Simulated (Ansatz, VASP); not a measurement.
One calculation of KF, two programs

File INCAR:

```
SYSTEM = KF
ALGO = Normal
EDIFF = 1E-6
ENCUT = 520
GGA = PE
ISIF = 2
ISMEAR = 0
LASPH = .TRUE.
LCHARG = .FALSE.
LREAL = .FALSE.
LWAVE = .FALSE.
NBANDS = 15
NELM = 100
PREC = Accurate
SIGMA = 0.05
```

File KPOINTS:

```
k-points
0
G
  8 8 8
  0 0 0
```

POSCAR

```
KF
1.0
    3.2589550000      0.0000000000      0.0000000000
    0.0000000000      3.2589550000      0.0000000000
    0.0000000000      0.0000000000      3.2589550000
K F
1 1
Direct
    0.0000000000      0.0000000000      0.0000000000
    0.5000000000      0.5000000000      0.5000000000
```

Input for Ansatz:

```yaml
crystal:
  lattice:
    - [3.258955, 0.0, 0.0]
    - [0.0, 3.258955, 0.0]
    - [0.0, 0.0, 3.258955]
  atoms:
    - { symbol: K, position: [0.0, 0.0, 0.0] }
    - { symbol: F, position: [0.5, 0.5, 0.5] }
basis:
  ecutwfc: 420
kpoints:
  mp_grid: { grid: [8, 8, 8] }
hamiltonian:
  xc: pbe
scf:
  occupations: { method: gaussian, width: 0.05 }
output:
  forces: true
  stress: true
  eigenvalues: true
```

The cell comes from a database or a generator and needn't be the stable form of this composition.

Alike in both runs: task single point; functional PBE; k mesh 8 × 8 × 8; occupations gaussian, width 0.05 eV; no spin polarisation.

|  | VASP | Ansatz |
| --- | --- | --- |
| version | VASP 6.6.1 | Ansatz 0.2.0 |
| potentials or method | VASP PAW PBE potentials, release 64 (K_sv, F) | scalar-relativistic, plane waves, PAW |
| plane-wave cutoff (eV) | 520 | 420 |
| valence electrons in the cell | 16 | 16 |

Ansatz gave:

```
gap on the k mesh at the Fermi level (eV) : 6.27
least direct gap on the mesh (eV)         : 6.32
pressure (GPa)                            : 0.0
```

**Question.** Estimate VASP's values.

**Answer.** gap on the k mesh at the Fermi level (eV): 6.26; least direct gap on the mesh (eV): 6.31; pressure (GPa): 0.0.

A k mesh can miss the band edges.
